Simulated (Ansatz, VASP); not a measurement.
Two plane-wave programs on Mg

File INCAR:

```
SYSTEM = Mg
ALGO     = Normal         ! electronic algorithm
EDIFF    = 1E-6           ! SCF threshold, eV
ENCUT    = 520            ! plane-wave cutoff, eV
GGA      = PS             ! functional
ISIF     = 2              ! what is computed and relaxed
ISMEAR   = 0              ! smearing method
LASPH    = .TRUE.         ! aspherical terms in the spheres
LCHARG   = .TRUE.         ! write CHGCAR
LELF     = .TRUE.         ! ELF
LREAL    = .FALSE.        ! projectors in reciprocal space
LVHAR    = .TRUE.       
LWAVE    = .FALSE.        ! write WAVECAR
NBANDS   = 9              ! bands
NELM     = 100            ! most SCF steps
PREC     = Accurate       ! precision mode
SIGMA    = 0.15           ! smearing width, eV
```

File KPOINTS:

```
k-points
0
G
  12 12 12
  0 0 0
```

The input POSCAR:

```
Mg
1.0
    3.0817366425      0.0000000000      0.0000000000
    1.5408683213     -2.6688622201     -3.0360888843
    1.5408683212      2.6688622201     -3.0360888843
Mg
2
Direct
    0.0128260214      0.0217252776      0.0482449499
    0.4871739786      0.4782747224      0.4517550501
```

Input for Ansatz:

```yaml
crystal:
  lattice:
    - [3.0817366425, 0.0, 0.0]
    - [1.5408683213, -2.6688622201, -3.0360888843]
    - [1.5408683212, 2.6688622201, -3.0360888843]
  atoms:
    - { symbol: Mg, position: [0.0128260214, 0.0217252776, 0.0482449499] }
    - { symbol: Mg, position: [0.4871739786, 0.4782747224, 0.4517550501] }
basis:
  ecutwfc: 420
kpoints:
  mp_grid: { grid: [12, 12, 12] }
hamiltonian:
  xc: pbesol
scf:
  occupations: { method: gaussian, width: 0.15 }
output:
  forces: true
  stress: true
  eigenvalues: true
```

Alike in both runs: task single point; functional PBEsol; k mesh 12 × 12 × 12; occupations gaussian, width 0.15 eV; no spin polarisation.

|  | VASP | Ansatz |
| --- | --- | --- |
| version | VASP 6.6.1 | Ansatz 0.2.0 |
| potentials or method | VASP PAW PBE potentials, release 64 (Mg) | scalar-relativistic, plane waves, PAW |
| plane-wave cutoff (eV) | 520 | 420 |
| valence electrons in the cell | 4 | 20 |

```tsv
	VASP	Ansatz	Ansatz less VASP
gap on the k mesh at the Fermi level (eV)	none	none	-
pressure (GPa)	1.8	1.8	0.00
largest component of the traceless stress (GPa)	3.28	3.24	-0.033
rms of the force components (eV/Å)	0.690	0.684	-0.0055
```

Atom by atom the forces differ by 0.006 eV/Å (rms over components). A gap of «none» marks a metal or a gap that the smearing closes. With one functional, cell and mesh, what is left measures potentials, basis and numerics. The two sets of potentials don't hold the same shells in valence.

Caveats: the PAW data sets were made with another functional, which shifts forces and pressure a little (VASP).
